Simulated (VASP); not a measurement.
# Hf (P6_3/mmc) in VASP: band structure with PBEsol

Aim: the band structure of Hf with PBEsol.

Program: VASP 6.6.1. These are calculated values, not measurements. Logs are shortened: lines on timing, memory, paths and dates and some standing lists are left out, and cuts for length are marked.

## Step 1: The crystal as given

The structure is hexagonal, space group P6_3/mmc (No. 194). The conventional cell has a = 3.156 Å, b = 3.156 Å, c = 4.990 Å, α = 90.00°, β = 90.00°, γ = 120.00°. Around Hf (site symmetry -6m2) lie 12 Hf at 3.09 to 3.16 Å.

## Step 2: Band structure, PBEsol

Contents of INCAR:

```
SYSTEM = Hf
ALGO     = Fast           ! electronic algorithm
EDIFF    = 1E-6           ! SCF threshold, eV
ENCUT    = 520            ! plane-wave cutoff, eV
GGA      = PS             ! functional
ICORELEVEL= 1            
ISIF     = 2              ! what is computed and relaxed
ISMEAR   = 1              ! smearing method
LASPH    = .TRUE.         ! aspherical terms in the spheres
LCHARG   = .FALSE.        ! write CHGCAR
LMAXMIX  = 4              ! l up to which the mixer works
LREAL    = .FALSE.        ! projectors in reciprocal space
LWAVE    = .FALSE.        ! write WAVECAR
NBANDS   = 17             ! bands
NELM     = 80             ! most SCF steps
PREC     = Accurate       ! precision mode
SIGMA    = 0.1            ! smearing width, eV
```

Contents of KPOINTS:

```
k-points
0
G
  15 15 7
  0 0 0
```

Contents of POSCAR:

```
Hf                                      
1.0
    3.1559915325     -0.0000000000      0.0000000000
   -1.5779957663      2.7331688429     -0.0000000000
    0.0000000000      0.0000000000      4.9901023342
  Hf            
     2
Direct
     0.3333333300000021    0.6666666699999979    0.2500000000000000
     0.6666666699999979    0.3333333300000021    0.7500000000000000
```

Contents of KPOINTS_OPT:

```
explicit points
186
Reciprocal
 0.0000000000  0.0000000000  0.0000000000 1
 0.0263157895  0.0000000000  0.0000000000 1
 0.0526315789  0.0000000000  0.0000000000 1
 0.0789473684  0.0000000000  0.0000000000 1
 0.1052631579  0.0000000000  0.0000000000 1
 0.1315789474  0.0000000000  0.0000000000 1
[... 178 lines left out ...]
 0.5000000000  0.0000000000  0.5000000000 1
 0.5000000000  0.0000000000  0.0000000000 1
```

Potentials or basis: VASP PAW PBE potentials, release 64 (Hf_pv).

Launch:

```sh
> cat potpaw_PBE.64/Hf_pv/POTCAR > POTCAR
> mpirun -np 1 vasp_std > vasp.out
```

OUTCAR:

```text
SYSTEM = Hf
   EDIFF = 1E-6
   ENCUT = 520
   GGA = PS
   ISIF = 2
   ISMEAR = 1
   LASPH = .TRUE.
   LREAL = .FALSE.
   NELM = 80
   PREC = Accurate

 ion  position               nearest neighbor table
   1  0.333  0.667  0.250-   2 3.09   2 3.09   2 3.09   2 3.09   2 3.09   2 3.09
   2  0.667  0.333  0.750-   1 3.09   1 3.09   1 3.09   1 3.09   1 3.09   1 3.09

  LATTYP: Found a hexagonal cell.
 ALAT       =     3.1559915325
 C/A-ratio  =     1.5811520034

  Lattice vectors:

 A1 = (   3.1559915325,   0.0000000000,   0.0000000000)
 A2 = (  -1.5779957663,   2.7331688429,   0.0000000000)
 A3 = (   0.0000000000,   0.0000000000,   4.9901023342)

Analysis of symmetry for initial positions (statically):
=====================================================================
 Subroutine PRICEL returns:
 Original cell was already a primitive cell.

 Routine SETGRP: Setting up the symmetry group for a
 hexagonal supercell.

 Subroutine GETGRP returns: Found 24 space group operations
 (whereof 12 operations were pure point group operations)
 out of a pool of 24 trial point group operations.

The static configuration has the point symmetry D_3d.
 The point group associated with its full space group is D_6h.

Analysis of symmetry for dynamics (positions and initial velocities):
=====================================================================
 Subroutine PRICEL returns:
 Original cell was already a primitive cell.

 Routine SETGRP: Setting up the symmetry group for a
 hexagonal supercell.

 Subroutine GETGRP returns: Found 24 space group operations
 (whereof 12 operations were pure point group operations)
 out of a pool of 24 trial point group operations.

The dynamic configuration has the point symmetry D_3d.
 The point group associated with its full space group is D_6h.

 Subroutine INISYM returns: Found 24 space group operations
 (whereof 12 operations are pure point group operations),
 and found     1 'primitive' translations

----------------------------------------------------------------------------------------

                                     Primitive cell

  volume of cell :      43.0439

  direct lattice vectors                    reciprocal lattice vectors
     3.155991532  0.000000000  0.000000000     0.316857631  0.182937838  0.000000000
    -1.577995766  2.733168843  0.000000000     0.000000000  0.365875677  0.000000000
     0.000000000  0.000000000  4.990102334     0.000000000  0.000000000  0.200396692

  length of vectors
     3.155991532  3.155991534  4.990102334     0.365875677  0.365875677  0.200396692

  position of ions in fractional coordinates (direct lattice)
     0.333333330  0.666666670  0.250000000
     0.666666670  0.333333330  0.750000000

  ion indices of the primitive-cell ions
   primitive index   ion index
                 1           1
                 2           2

----------------------------------------------------------------------------------------

 KPOINTS: k-points

Automatic generation of k-mesh.
 Grid dimensions read from file:
 generate k-points for:   15   15    7

 Generating k-lattice:

  Cartesian coordinates                     Fractional coordinates (reciprocal lattice)
     0.021123842  0.012195856  0.000000000     0.066666667  0.000000000  0.000000000
     0.000000000  0.024391712  0.000000000     0.000000000  0.066666667  0.000000000
     0.000000000  0.000000000  0.028628099     0.000000000  0.000000000  0.142857143

  Length of vectors
     0.024391712  0.024391712  0.028628099

  Shift w.r.t. Gamma in fractional coordinates (k-lattice)
     0.000000000  0.000000000  0.000000000

 Subroutine IBZKPT returns following result:
 ===========================================

 Found    108 irreducible k-points:

 Following reciprocal coordinates:
            Coordinates               Weight
  0.000000  0.000000  0.000000      1.000000
  0.066667 -0.000000  0.000000      6.000000
  0.133333 -0.000000  0.000000      6.000000
  0.200000  0.000000  0.000000      6.000000
  0.266667 -0.000000  0.000000      6.000000
  0.333333 -0.000000  0.000000      6.000000
[... 16 lines left out ...]
  0.333333  0.200000  0.000000     12.000000
  0.400000  0.200000  0.000000      6.000000
 [... further k-points ...]
   k-points           NKPTS =    108   k-points in BZ     NKDIM =    108   number of bands    NBANDS=     17
   number of dos      NEDOS =    301   number of ions     NIONS =      2
   total plane-waves  NPLWV =  23040
   dimension x,y,z NGX =    24 NGY =   24 NGZ =   40
   dimension x,y,z NGXF=    48 NGYF=   48 NGZF=   80
   ions per type =               2
   NGX,Y,Z   is equivalent  to a cutoff of  12.64, 12.64, 13.33 a.u.
   NGXF,Y,Z  is equivalent  to a cutoff of  25.28, 25.28, 26.65 a.u.
 SYSTEM =  Hf
   PREC   = accura    normal or accurate (medium, high low for compatibility)
   ISTART =      0    job   : 0-new  1-cont  2-samecut
   ICHARG =      2    charge: 1-file 2-atom 10-const
   ISPIN  =      1    spin polarized calculation?
   LNONCOLLINEAR =      F non collinear calculations
   LSORBIT =      F    spin-orbit coupling
   LASPH  =      T    aspherical Exc in radial PAW
   ENCUT  =  520.0 eV  38.22 Ry    6.18 a.u.   5.87  5.87  9.28*2*pi/ulx,y,z
   NELM   =     80;   NELMIN=  2; NELMDL= -5     # of ELM steps
   EDIFF  = 0.1E-05   stopping-criterion for ELM
   LREAL  =      F    real-space projection
   EDIFFG = 0.1E-04   stopping-criterion for IOM
   NSW    =      0    number of steps for IOM
   IBRION =     -1    ionic relax: 0-MD 1-quasi-New 2-CG
   NFREE  =      0    steps in history (QN), initial steepest desc. (CG)
   ISIF   =      2    stress and relaxation
   ISYM   =      2    0-nonsym 1-usesym 2-fastsym
   POTIM  = 0.5000    time-step for ionic-motion
   TEBEG  =    0.0;   TEEND  =   0.0 temperature during run
   PSTRESS=    0.0 pullay stress
   NELECT =      20.0000    total number of electrons
   NUPDOWN=      -1.0000    fix difference up-down
   EMIN   =  10.00;   EMAX   =-10.00  energy-range for DOS
   EFERMI =   0.00;   METHOD = LEGACY
   ISMEAR =     1;   SIGMA  =   0.10  broadening in eV -4-tet -1-fermi 0-gaus
   EFERMI_NEDOS =   21; number of points for ismear=-14 and -15
   IALGO  =     68    algorithm
   IMIX   =      4    mixing-type and parameters
     AMIX     =   0.40;   BMIX     =  1.00
     AMIX_MAG =   1.60;   BMIX_MAG =  1.00
  volume/ion in A,a.u.               =      21.52       145.24
  Fermi-wavevector in a.u.,A,eV,Ry     =   1.267985  2.396145 21.875269  1.607787
  Thomas-Fermi vector in A             =   2.401104
   LORBIT       =      0    0 simple, 1 ext, 2 COOP (PROOUT), +10 PAW based schemes
   GGA     = PS    functional components
   LHFCALC =     F    Hartree Fock is set to
   AEXX    =    0.0000 exact exchange contribution
   IVDW    =     0    specifies the selected vdW correction
   LEPSILON=     F    determine dielectric tensor
   LRPA    =     F    only Hartree local field effects (RPA)
 non-spin polarized calculation
 RMM-DIIS sequential band-by-band and
 Methfessel and Paxton  Order N= 1 SIGMA  =   0.10
  energy-cutoff  :      520.00
  volume of cell :       43.04
 maximum number of plane-waves:      1182
 NGX is ok and might be reduce to    24
   NGX = 11   NGY = 11   NGZ = 19

 number of electron      19.9999996 magnetization

 Free energy of the ion-electron system (eV)
  ---------------------------------------------------
  ext. energy  EPLUGINS =         0.00000000
  ---------------------------------------------------
  free energy    TOTEN  =       -21.00620084 eV

  energy without entropy =      -21.00656243  energy(sigma->0) =      -21.00632137

 the core state eigenenergies are
   1-  1s -65250.5168  2s -11149.1208  2p  -9786.3431  3s  -2532.4632  3p  -2125.5375
       3d  -1644.6194  4s   -501.9650  4p   -368.5121  4d   -196.2269  4f     -6.5192
       5s    -56.6187
   2-  1s -65250.5168  2s -11149.1208  2p  -9786.3431  3s  -2532.4632  3p  -2125.5375
       3d  -1644.6194  4s   -501.9650  4p   -368.5121  4d   -196.2269  4f     -6.5192
       5s    -56.6187

 E-fermi :   5.0432     XC(G=0): -11.5693

 val. band max:        5.0418184658   @ k =   0.1333   0.0667   0.2857
 cond. band min:       5.0467139476   @ k =   0.4000   0.2000   0.2857
 fundamental gap:      0.0048954818
 Fermi energy:         5.0432441769

 k-point     1 :       0.0000    0.0000    0.0000
  band No.  band energies     occupation
      1     -25.9795      2.00000
      2     -25.1270      2.00000
      3     -25.1270      2.00000
      4     -24.9846      2.00000
      5     -24.9811      2.00000
      6     -24.9811      2.00000
[... 9 lines left out ...]
     16       7.7232      0.00000
     17      10.5648      0.00000

 k-point     2 :       0.0667   -0.0000    0.0000
  band No.  band energies     occupation
      1     -25.9663      2.00000
      2     -25.1555      2.00000
      3     -25.1366      2.00000
      4     -25.0112      2.00000
      5     -24.9906      2.00000
      6     -24.9848      2.00000
[... 9 lines left out ...]
     16       7.5856      0.00000
     17      10.7419      0.00000

 k-point     3 :       0.1333   -0.0000    0.0000
  band No.  band energies     occupation
      1     -25.9278      2.00000
      2     -25.2359      2.00000
      3     -25.1630      2.00000
      4     -25.0949      2.00000
      5     -25.0089      2.00000
      6     -24.9958      2.00000
[... 9 lines left out ...]
     16       7.5695      0.00000
     17      10.9457      0.00000

 k-point     4 :       0.2000    0.0000    0.0000
  band No.  band energies     occupation
      1     -25.8674      2.00000
      2     -25.3544      2.00000
      3     -25.2139      2.00000
      4     -25.2005      2.00000
      5     -25.0394      2.00000
      6     -25.0132      2.00000
[... 9 lines left out ...]
     16       8.1697      0.00000
     17      11.2344      0.00000

 k-point     5 :       0.2667   -0.0000    0.0000
  band No.  band energies     occupation
      1     -25.7906      2.00000
      2     -25.4902      2.00000
      3     -25.3450      2.00000
      4     -25.2421      2.00000
      5     -25.0817      2.00000
      6     -25.0342      2.00000
[... 9 lines left out ...]
     16       8.9569      0.00000
     17      11.4736      0.00000

 k-point     6 :       0.3333   -0.0000    0.0000
  band No.  band energies     occupation
      1     -25.7053      2.00000
      2     -25.6195      2.00000
      3     -25.4655      2.00000
      4     -25.2806      2.00000
      5     -25.1338      2.00000
      6     -25.0552      2.00000
[... 9 lines left out ...]
     16       9.8605      0.00000
     17      11.6398      0.00000
[... 82 lines left out ...]
  band No.  band energies     occupation
      1     -25.8222      2.00000
      2     -25.4223      2.00000
      3     -25.3162      2.00000
      4     -25.2067      2.00000
      5     -25.0638      2.00000
      6     -25.0373      2.00000
[... 9 lines left out ...]
     16       8.7705      0.00000
     17      11.2993      0.00000

 k-point    12 :       0.2667    0.0667    0.0000
  band No.  band energies     occupation
      1     -25.7406      2.00000
      2     -25.5542      2.00000
      3     -25.4238      2.00000
      4     -25.2627      2.00000
      5     -25.1115      2.00000
      6     -25.0611      2.00000
[... 9 lines left out ...]
     16       9.6728      0.00000
     17      11.4811      0.00000

 k-point    13 :       0.3333    0.0667    0.0000
  band No.  band energies     occupation
      1     -25.6688      2.00000
      2     -25.6557      2.00000
      3     -25.5183      2.00000
      4     -25.3060      2.00000
      5     -25.1667      2.00000
      6     -25.0821      2.00000
[... 9 lines left out ...]
     16      10.6624      0.00000
     17      11.6000      0.00000

 k-point    14 :       0.4000    0.0667    0.0000
  band No.  band energies     occupation
      1     -25.7461      2.00000
      2     -25.5832      2.00000
      3     -25.5820      2.00000
      4     -25.3338      2.00000
      5     -25.2191      2.00000
      6     -25.0965      2.00000
[... 9 lines left out ...]
     16      11.6637      0.00000
     17      11.6695      0.00000

 k-point    15 :       0.4667    0.0667    0.0000
  band No.  band energies     occupation
      1     -25.7732      2.00000
      2     -25.6044      2.00000
      3     -25.5515      2.00000

------------------------ aborting loop because EDIFF is reached ----------------------------------------

  FORCE on cell =-STRESS in cart. coord.  units (eV):
  Direction    XX          YY          ZZ          XY          YZ          ZX
  --------------------------------------------------------------------------------------
  -------------------------------------------------------------------------------------
  Total        0.0002136      0.0002136      0.0102178     -0.0000000      0.0000000      0.0000000
  in kB        0.0079508      0.0079508      0.3803274     -0.0000000      0.0000000      0.0000000
  external PRESSURE =       0.1320763 kB  Pullay stress =       0.0000000 kB

 VOLUME and BASIS-vectors are now :
 -----------------------------------------------------------------------------
  energy-cutoff  :      520.00
  volume of cell :       43.04
      direct lattice vectors                 reciprocal lattice vectors
     3.155991532  0.000000000  0.000000000     0.316857631  0.182937838  0.000000000
    -1.577995766  2.733168843  0.000000000     0.000000000  0.365875677  0.000000000
     0.000000000  0.000000000  4.990102334     0.000000000  0.000000000  0.200396692

 POSITION                                       TOTAL-FORCE (eV/Angst)
 -----------------------------------------------------------------------------------
     -0.00000      1.82211      1.24753        -0.000000      0.000000      0.000000
      1.57800      0.91106      3.74258         0.000000     -0.000000      0.000000
 -----------------------------------------------------------------------------------
    total drift:                               -0.000002      0.000001     -0.000000

  FREE ENERGIE OF THE ION-ELECTRON SYSTEM (eV)
  ---------------------------------------------------
  free  energy   TOTEN  =       -21.0062008404 eV

  energy  without entropy=      -21.0065624288  energy(sigma->0) =      -21.00632137
```

Run time: 46 s. Hardware: 1 thread of Intel Xeon 6975P-C (Granite Rapids), shared host; peak memory 0.24 GiB.

Results:

* Free energy: -21.0062 eV
* Pressure: 0.0 GPa
* Band gap along the path: none (metal or under the smearing width)

Levels at the corners of the path, in eV from the Fermi level:
```tsv
point	band 6	band 7	band 8	band 9	band 10	band 11	band 12	band 13	band 14	band 15
Γ	-30.02	-7.53	-3.85	0.80	1.16	1.16	1.46	2.03	2.03	2.68
M	-30.13	-3.44	-2.91	-2.37	-0.74	0.74	0.91	1.73	6.13	6.67
M	-30.13	-3.44	-2.91	-2.37	-0.74	0.74	0.91	1.73	6.13	6.67
K	-30.38	-2.30	-1.82	-1.82	-1.47	0.36	0.36	2.11	5.41	5.41
K	-30.38	-2.30	-1.82	-1.82	-1.47	0.36	0.36	2.11	5.41	5.41
Γ	-30.02	-7.53	-3.85	0.80	1.16	1.16	1.46	2.03	2.03	2.68
Γ	-30.02	-7.53	-3.85	0.80	1.16	1.16	1.46	2.03	2.03	2.68
A	-30.10	-5.48	-5.48	0.12	0.12	1.04	1.04	1.04	1.04	4.97
A	-30.10	-5.48	-5.48	0.12	0.12	1.04	1.04	1.04	1.04	4.97
L	-30.25	-3.55	-3.55	-1.07	-1.07	1.31	1.31	2.70	2.70	6.34
L	-30.25	-3.55	-3.55	-1.07	-1.07	1.31	1.31	2.70	2.70	6.34
H	-30.18	-1.87	-1.87	-1.53	-1.53	-0.15	-0.15	2.56	2.56	5.25
H	-30.18	-1.87	-1.87	-1.53	-1.53	-0.15	-0.15	2.56	2.56	5.25
A	-30.10	-5.48	-5.48	0.12	0.12	1.04	1.04	1.04	1.04	4.97
L	-30.25	-3.55	-3.55	-1.07	-1.07	1.31	1.31	2.70	2.70	6.34
M	-30.13	-3.44	-2.91	-2.37	-0.74	0.74	0.91	1.73	6.13	6.67
K	-30.38	-2.30	-1.82	-1.82	-1.47	0.36	0.36	2.11	5.41	5.41
H	-30.18	-1.87	-1.87	-1.53	-1.53	-0.15	-0.15	2.56	2.56	5.25
```

Core levels (eV, on the scale of the bands):
```tsv
atom	levels
1 Hf	1s -65250.5, 2s -11149.1, 2p -9786.3, 3s -2532.5, 3p -2125.5, 3d -1644.6, 4s -502.0, 4p -368.5, 4d -196.2, 4f -6.5, 5s -56.6
2 Hf	1s -65250.5, 2s -11149.1, 2p -9786.3, 3s -2532.5, 3p -2125.5, 3d -1644.6, 4s -502.0, 4p -368.5, 4d -196.2, 4f -6.5, 5s -56.6
```

Caveat: the PAW data sets were made with another functional, which shifts forces and pressure a little; spin-orbit coupling is left out, which moves the levels of the heavy elements.
